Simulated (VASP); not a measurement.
# Sn (Im-3m) in VASP: notebook

Runs on Sn. Level: PBE. Tasks: relaxation of cell and atoms.

Program: VASP 6.6.1. These are calculated values, not measurements. Logs are shortened: lines on timing, memory, paths and dates and some standing lists are left out, and cuts for length are marked.

**1. The structure**

Symmetry: Im-3m, No. 229, cubic system. The conventional cell has a = 3.789 Å, b = 3.789 Å, c = 3.789 Å, α = 90.00°, β = 90.00°, γ = 90.00°. Around Sn (site symmetry m-3m) lie 8 Sn at 3.28 Å.

This isn't the form of Sn at room conditions, which is tetragonal (white tin).

**2. Relaxation of cell and atoms, PBE**

Input file INCAR:

```
SYSTEM = Sn
PREC     = Accurate       ! precision mode
ENCUT    = 600            ! plane-wave cutoff, eV
EDIFF    = 1E-6           ! SCF threshold, eV
ISMEAR   = -1             ! smearing method
SIGMA    = 0.05           ! smearing width, eV
LREAL    = .FALSE.        ! projectors in reciprocal space
LASPH    = .TRUE.         ! aspherical terms in the spheres
NELM     = 100            ! most SCF steps
ALGO     = Fast           ! electronic algorithm
ISIF     = 3              ! what is computed and relaxed
LWAVE    = .FALSE.        ! write WAVECAR
LCHARG   = .FALSE.        ! write CHGCAR
GGA      = PE             ! functional
IBRION   = 2              ! ionic algorithm
NSW      = 40             ! ionic steps
EDIFFG   = -0.01          ! ionic threshold
```

Input file KPOINTS:

```
Automatic mesh
0
G
  10 10 10
  0 0 0
```

Input file POSCAR:

```
Sn
1.0
   -1.8946518192      1.8946518192      1.8946518192
    1.8946518192     -1.8946518192      1.8946518192
    1.8946518192      1.8946518192     -1.8946518192
Sn
1
Direct
    0.0000000000      0.0000000000      0.0000000000
```

Potentials or basis: VASP PAW PBE potentials, release 64 (Sn_d).

Command:

```bash
$ cat potpaw_PBE.64/Sn_d/POTCAR > POTCAR
$ mpirun -np 1 vasp_std > vasp.out
```

OUTCAR:

```text
SYSTEM = Sn
   PREC = Accurate
   ENCUT = 600
   EDIFF = 1E-6
   ISMEAR = -1
   LREAL = .FALSE.
   LASPH = .TRUE.
   NELM = 100
   ISIF = 3
   GGA = PE
   IBRION = 2
   NSW = 40
   EDIFFG = -0.01

 ion  position               nearest neighbor table
   1  0.000  0.000  0.000-

  LATTYP: Found a body centered cubic cell.
 ALAT       =     3.7893036384

  Lattice vectors:

 A1 = (  -1.8946518192,   1.8946518192,   1.8946518192)
 A2 = (   1.8946518192,  -1.8946518192,   1.8946518192)
 A3 = (   1.8946518192,   1.8946518192,  -1.8946518192)

Analysis of symmetry for initial positions (statically):
=====================================================================
 Subroutine PRICEL returns:
 Original cell was already a primitive cell.

 Routine SETGRP: Setting up the symmetry group for a
 body centered cubic supercell.

 Subroutine GETGRP returns: Found 48 space group operations
 (whereof 48 operations were pure point group operations)
 out of a pool of 48 trial point group operations.

The static configuration has the point symmetry O_h .

Analysis of symmetry for dynamics (positions and initial velocities):
=====================================================================
 Subroutine PRICEL returns:
 Original cell was already a primitive cell.

 Routine SETGRP: Setting up the symmetry group for a
 body centered cubic supercell.

 Subroutine GETGRP returns: Found 48 space group operations
 (whereof 48 operations were pure point group operations)
 out of a pool of 48 trial point group operations.

The dynamic configuration has the point symmetry O_h .

 Subroutine INISYM returns: Found 48 space group operations
 (whereof 48 operations are pure point group operations),
 and found     1 'primitive' translations

----------------------------------------------------------------------------------------

                                     Primitive cell

  volume of cell :      27.2050

  direct lattice vectors                    reciprocal lattice vectors
    -1.894651819  1.894651819  1.894651819     0.000000000  0.263900731  0.263900731
     1.894651819 -1.894651819  1.894651819     0.263900731  0.000000000  0.263900731
     1.894651819  1.894651819 -1.894651819     0.263900731  0.263900731  0.000000000

  length of vectors
     3.281633214  3.281633214  3.281633214     0.373211993  0.373211993  0.373211993

  position of ions in fractional coordinates (direct lattice)
     0.000000000  0.000000000  0.000000000

  ion indices of the primitive-cell ions
   primitive index   ion index
                 1           1

----------------------------------------------------------------------------------------

 KPOINTS: Automatic mesh

Automatic generation of k-mesh.
 Grid dimensions read from file:
 generate k-points for:   10   10   10

 Generating k-lattice:

  Cartesian coordinates                     Fractional coordinates (reciprocal lattice)
     0.000000000  0.026390073  0.026390073     0.100000000  0.000000000  0.000000000
     0.026390073  0.000000000  0.026390073     0.000000000  0.100000000  0.000000000
     0.026390073  0.026390073  0.000000000     0.000000000  0.000000000  0.100000000

  Length of vectors
     0.037321199  0.037321199  0.037321199

  Shift w.r.t. Gamma in fractional coordinates (k-lattice)
     0.000000000  0.000000000  0.000000000

 Subroutine IBZKPT returns following result:
 ===========================================

 Found     47 irreducible k-points:

 Following reciprocal coordinates:
            Coordinates               Weight
  0.000000  0.000000  0.000000      1.000000
  0.100000  0.000000  0.000000     12.000000
  0.200000  0.000000  0.000000     12.000000
  0.300000  0.000000  0.000000     12.000000
  0.400000  0.000000  0.000000     12.000000
  0.500000  0.000000  0.000000      6.000000
[... 16 lines left out ...]
  0.300000  0.300000  0.100000      8.000000
 -0.300000  0.300000  0.100000     24.000000
 [... further k-points ...]
   k-points           NKPTS =     47   k-points in BZ     NKDIM =     47   number of bands    NBANDS=     11
   number of dos      NEDOS =    301   number of ions     NIONS =      1
   total plane-waves  NPLWV =  21952
   dimension x,y,z NGX =    28 NGY =   28 NGZ =   28
   dimension x,y,z NGXF=    56 NGYF=   56 NGZF=   56
   ions per type =               1
   NGX,Y,Z   is equivalent  to a cutoff of  14.18, 14.18, 14.18 a.u.
   NGXF,Y,Z  is equivalent  to a cutoff of  28.37, 28.37, 28.37 a.u.
 SYSTEM =  Sn
   PREC   = accura    normal or accurate (medium, high low for compatibility)
   ISTART =      0    job   : 0-new  1-cont  2-samecut
   ICHARG =      2    charge: 1-file 2-atom 10-const
   ISPIN  =      1    spin polarized calculation?
   LNONCOLLINEAR =      F non collinear calculations
   LSORBIT =      F    spin-orbit coupling
   LASPH  =      T    aspherical Exc in radial PAW
   ENCUT  =  600.0 eV  44.10 Ry    6.64 a.u.   6.55  6.55  6.55*2*pi/ulx,y,z
   NELM   =    100;   NELMIN=  2; NELMDL= -5     # of ELM steps
   EDIFF  = 0.1E-05   stopping-criterion for ELM
   LREAL  =      F    real-space projection
   EDIFFG = -.1E-01   stopping-criterion for IOM
   NSW    =     40    number of steps for IOM
   IBRION =      2    ionic relax: 0-MD 1-quasi-New 2-CG
   NFREE  =      1    steps in history (QN), initial steepest desc. (CG)
   ISIF   =      3    stress and relaxation
   ISYM   =      2    0-nonsym 1-usesym 2-fastsym
   POTIM  = 0.5000    time-step for ionic-motion
   TEBEG  =    0.0;   TEEND  =   0.0 temperature during run
   PSTRESS=    0.0 pullay stress
   NELECT =      14.0000    total number of electrons
   NUPDOWN=      -1.0000    fix difference up-down
   EMIN   =  10.00;   EMAX   =-10.00  energy-range for DOS
   EFERMI =   0.00;   METHOD = LEGACY
   ISMEAR =    -1;   SIGMA  =   0.05  broadening in eV -4-tet -1-fermi 0-gaus
   EFERMI_NEDOS =   21; number of points for ismear=-14 and -15
   IALGO  =     68    algorithm
   IMIX   =      4    mixing-type and parameters
     AMIX     =   0.40;   BMIX     =  1.00
     AMIX_MAG =   1.60;   BMIX_MAG =  1.00
  volume/ion in A,a.u.               =      27.20       183.59
  Fermi-wavevector in a.u.,A,eV,Ry     =   1.311902  2.479136 23.416813  1.721087
  Thomas-Fermi vector in A             =   2.442332
   LORBIT       =      0    0 simple, 1 ext, 2 COOP (PROOUT), +10 PAW based schemes
   GGA     = PE    functional components
   LHFCALC =     F    Hartree Fock is set to
   AEXX    =    0.0000 exact exchange contribution
   IVDW    =     0    specifies the selected vdW correction
   LEPSILON=     F    determine dielectric tensor
   LRPA    =     F    only Hartree local field effects (RPA)
 conjugate gradient relaxation of ions
 non-spin polarized calculation
 RMM-DIIS sequential band-by-band and
  energy-cutoff  :      600.00
  volume of cell :       27.20
 maximum number of plane-waves:       935
 NGX is ok and might be reduce to    28

--------------------------------------- Ionic step        1  -------------------------------------------

 number of electron      13.9999996 magnetization

 Free energy of the ion-electron system (eV)
  ---------------------------------------------------
  ext. energy  EPLUGINS =         0.00000000
  ---------------------------------------------------
  free energy    TOTEN  =        -3.76233303 eV

  energy without entropy =       -3.75504098  energy(sigma->0) =       -3.75868701

------------------------ aborting loop because EDIFF is reached ----------------------------------------

  FORCE on cell =-STRESS in cart. coord.  units (eV):
  Direction    XX          YY          ZZ          XY          YZ          ZX
  --------------------------------------------------------------------------------------
  -------------------------------------------------------------------------------------
  Total        0.1165286      0.1165286      0.1165286      0.0000000      0.0000000      0.0000000
  in kB        6.8626965      6.8626965      6.8626965      0.0000000      0.0000000      0.0000000
  external PRESSURE =       6.8626965 kB  Pullay stress =       0.0000000 kB
[... 125 lines left out ...]
  energy  without entropy=       -3.7555784651  energy(sigma->0) =       -3.75931855

--------------------------------------- Ionic step        5  -------------------------------------------

 number of electron      13.9999996 magnetization

 Free energy of the ion-electron system (eV)
  ---------------------------------------------------
  ext. energy  EPLUGINS =         0.00000000
  ---------------------------------------------------
  free energy    TOTEN  =        -3.76306264 eV

  energy without entropy =       -3.75559318  energy(sigma->0) =       -3.75932791

 E-fermi :   7.8770     XC(G=0): -10.2984

 val. band max:        7.7813751329   @ k =   0.2000   0.2000   0.0000
 cond. band min:       7.8774588561   @ k =   0.3000   0.0000   0.0000
 fundamental gap:      0.0960837232
 Fermi energy:         7.8769838709

 k-point     1 :       0.0000    0.0000    0.0000
  band No.  band energies     occupation
      1     -13.6508      2.00000
      2     -13.6508      2.00000
      3     -13.6508      2.00000
      4     -13.5188      2.00000
      5     -13.5188      2.00000
      6      -3.0693      2.00000
      7      15.7391      0.00000
      8      15.7391      0.00000
      9      15.7391      0.00000
     10      19.9944      0.00000
     11      19.9944      0.00000
[... 309 lines left out ...]
 k-point    24 :      -0.3000    0.3000    0.1000
  band No.  band energies     occupation
      1     -13.6580      2.00000
      2     -13.6148      2.00000
      3     -13.5494      2.00000
      4     -13.5270      2.00000
      5     -13.5159      2.00000
      6      -0.9225      2.00000
      7       8.0544      0.05596
      8      11.7095      0.00000
      9      13.0027      0.00000
     10      16.8359      0.00000
     11      17.8473      0.00000

 [... further k-points ...]
[... 5 lines left out ...]
  --------------------------------------------------------------------------------------
  -------------------------------------------------------------------------------------
  Total        0.0084881      0.0084881      0.0084881     -0.0000000     -0.0000000      0.0000000
  in kB        0.4929024      0.4929024      0.4929024     -0.0000000     -0.0000000      0.0000000
  external PRESSURE =       0.4929024 kB  Pullay stress =       0.0000000 kB
[... 16 lines left out ...]
  FREE ENERGIE OF THE ION-ELECTRON SYSTEM (eV)
  ---------------------------------------------------
  free  energy   TOTEN  =        -3.7630626380 eV

  energy  without entropy=       -3.7555931776  energy(sigma->0) =       -3.75932791

 reached required accuracy - stopping structural energy minimisation
```

Wall time 1.7 min (1 thread of Intel Xeon Platinum 8175M at 2.50GHz (Skylake/Cascade Lake), shared host); peak memory 0.17 GiB.

Results:

```yaml
Free_energy: -3.7631 eV
Relaxed_volume: 27.59 Å³/atom
Relaxed_cell: a = 3.297 Å, b = 3.297 Å, c = 3.297 Å, α = 109.47°, β = 109.47°, γ = 109.47°
Space_group_after_relaxing_to_0.05_Å: Im-3m (No. 229)
Energy_gained_by_relaxing: 0.7 meV/atom
Ionic_steps: 5
Pressure_after_relaxing: 0.0 GPa
Band_gap_on_the_k_mesh: none (metal or under the smearing width)
```

The path:
```tsv
step	energy change (eV)	largest force (eV/Å)	pressure (GPa)	volume (Å³)
1	0.0000	0.0000	0.69	27.20
2	-0.0007	0.0000	-0.13	27.67
3	-0.0007	0.0000	0.11	27.57
4	-0.0007	0.0000	-0.16	27.62
5	-0.0007	0.0000	0.05	27.59
```

Final structure:
```yaml
crystal:
  lattice:
    - [-1.90356, 1.90356, 1.90356]
    - [1.90356, -1.90356, 1.90356]
    - [1.90356, 1.90356, -1.90356]
  atoms:
    - { symbol: Sn, position: [0.00000, 0.00000, 0.00000] }
```

Levels at points of the mesh, in eV from the Fermi level:
```
           k point  band 4  band 5  band 6  band 7  band 8  band 9  band 10  band 11
(0.00, 0.00, 0.00)  -21.40  -21.40  -10.95    7.86    7.86    7.86    12.12    12.12
(0.50, 0.00, 0.00)  -21.40  -21.32   -6.36   -4.31    3.59    5.42     7.90     8.23
(0.50, 0.50, 0.50)  -21.34  -21.34   -2.53   -0.43   -0.43   -0.43     3.87     3.87
```

**3. Relaxation of cell and atoms, PBE**

INCAR is that of step 2.

KPOINTS is that of step 2.

POSCAR is that of step 2.

Potentials or basis: VASP PAW PBE potentials, release 64 (Sn_d_GW).

Command:

```bash
$ cat potpaw_PBE.64/Sn_d_GW/POTCAR > POTCAR
$ mpirun -np 1 vasp_std > vasp.out
```

Wall time 4.8 min (1 thread of Intel Xeon Platinum 8175M at 2.50GHz (Skylake/Cascade Lake), shared host); peak memory 0.19 GiB.

It converged, with:

* Free energy: -3.7615 eV
* Relaxed volume: 27.71 Å³/atom
* Relaxed cell: a = 3.302 Å, b = 3.302 Å, c = 3.302 Å, α = 109.47°, β = 109.47°, γ = 109.47°
* Space group after relaxing (to 0.05 Å): Im-3m (No. 229)
* Energy gained by relaxing: 0.3 meV/atom
* Ionic steps: 5
* Pressure after relaxing: 0.0 GPa
* Band gap on the k mesh: none (metal or under the smearing width)

The path:
```csv
step,energy change (eV),largest force (eV/Å),pressure (GPa),volume (Å³)
1,0.0000,0.0000,2.59,27.20
2,0.0092,0.0000,-1.99,28.97
3,0.0015,0.0000,-1.01,28.17
4,0.0002,0.0000,-0.43,27.89
5,-0.0003,0.0000,0.04,27.71
```

Final structure:
```
CELL_PARAMETERS angstrom
-1.90637 1.90637 1.90637
1.90637 -1.90637 1.90637
1.90637 1.90637 -1.90637
ATOMIC_POSITIONS crystal
Sn 0.00000 0.00000 0.00000
```

Levels at points of the mesh, in eV from the Fermi level:
| k point | band 5 | band 6 | band 7 | band 8 | band 9 | band 10 |
| --- | --- | --- | --- | --- | --- | --- |
| (0.50, 0.50, 0.50) | -21.34 | -2.55 | -0.42 | -0.42 | -0.42 | 3.95 |

(Continued in part 2 of 2.)
